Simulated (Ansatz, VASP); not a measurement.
**KCl: VASP beside Ansatz**

The input INCAR:

```
SYSTEM = KCl
PREC = Accurate ; ENCUT = 520
EDIFF = 1E-7 ; ISMEAR = -1
SIGMA = 0.03 ; LREAL = .FALSE.
LASPH = .TRUE. ; NELM = 100
ALGO = Normal ; ISIF = 2
LWAVE = .FALSE. ; LCHARG = .FALSE.
GGA = CA ; NBANDS = 15
```

KPOINTS

```
Automatic mesh
0
G
  7 7 7
  0 0 0
```

POSCAR

```
KCl
1.0
    0.0000000000      3.0614170000      3.1561000000
    3.0614170000      0.0000000000      3.1561000000
    3.0614170000      3.0614170000      0.0000000000
K Cl
1 1
Direct
    0.0000000000      0.0000000000      0.0000000000
    0.5000000000      0.5000000000      0.5000000000
```

Input for Ansatz:

```yaml
crystal:
  lattice:
    - [0.0, 3.061417, 3.1561]
    - [3.061417, 0.0, 3.1561]
    - [3.061417, 3.061417, 0.0]
  atoms:
    - { symbol: K, position: [0.0, 0.0, 0.0] }
    - { symbol: Cl, position: [0.5, 0.5, 0.5] }
kpoints:
  mp_grid: { grid: [7, 7, 7] }
  band_path:
    path:
      - [0.0, 0.0, 0.0]
      - [0.0, 0.5, 0.5]
      - [0.25, 0.75, 0.5]
      - [0.0, 0.5, 0.0]
      - [0.0, 0.0, 0.0]
      - [0.5, 0.5, 0.0]
      - [0.3676125, 0.6323875, 0.0]
      - [-0.3676125, 0.3676125, 0.0]
      - [0.0, 0.0, 0.0]
    npoints: 5
scf:
  occupations: { method: fermi_dirac, width: 0.03 }
hamiltonian:
  xc: lda
  pseudopotentials: { kind: all_electron, lapw: { basis_error: 0.001 } }
output:
  forces: true
  stress: true
  eigenvalues: true
```

Change from the starting cell: equal xx and yy strain of -3 %.

Alike in both runs: task single point; functional LDA; k mesh 7 × 7 × 7; occupations fermi-dirac, width 0.03 eV; no spin polarisation.

```csv
,VASP,Ansatz
version,VASP 6.6.1,Ansatz 0.2.0
potentials or method,"VASP PAW LDA potentials, release 64 (K_sv, Cl)","all-electron LAPW, scalar-relativistic"
plane-wave cutoff (eV),520,see its input
```

VASP gave:

```
gap on the k mesh at the Fermi level (eV)       : 4.91
pressure (GPa)                                  : -1.0
largest component of the traceless stress (GPa) : 0.77
```

Question: What did Ansatz give for the same quantities?

Answer: gap on the k mesh at the Fermi level (eV): 4.91; pressure (GPa): -1.1; largest component of the traceless stress (GPa): 0.74.

Ansatz ran all-electron here, so the differences hold the error of VASP's frozen core and of both bases.
